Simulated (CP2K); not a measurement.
ZrO2:

```
CELL_PARAMETERS angstrom
3.59928 0.00000 0.00000
1.79964 3.11706 0.00000
1.79964 1.03902 2.93880
ATOMIC_POSITIONS crystal
Zr 0.00000 0.00000 0.00000
O 0.75000 0.75000 0.75000
O 0.25000 0.25000 0.25000
```

Measurements of this composition are mostly on another form, of space group No. 14.

Base run:

- Program: CP2K 2026.2
- Functional: r2SCAN
- Potentials or basis: GTH_SOC_POTENTIALS Zr GTH-PBE-q12, O GTH-PBE-q6; DZVP-MOLOPT-SR-GTH basis
- Density cutoff: 12245 eV
- k mesh: 9 × 9 × 9
- Occupations: fermi-dirac, width 0.05 eV
- Spin: spin-orbit coupling, no magnetisation

Its results: pressure 0.1 GPa.

Q: The run is repeated on the same cell with these changes: functional from r2SCAN to PBE; density cutoff from 12245 eV to 8163 eV; cutoff of the grids from 900 Ry to 600 Ry. What comes out?

A: Pressure 3.6 GPa.

Caveats: the basis of atomic orbitals isn't converged, which shifts pressures, moduli and gaps; the potentials were made for another functional, which shifts forces and pressure (some runs).
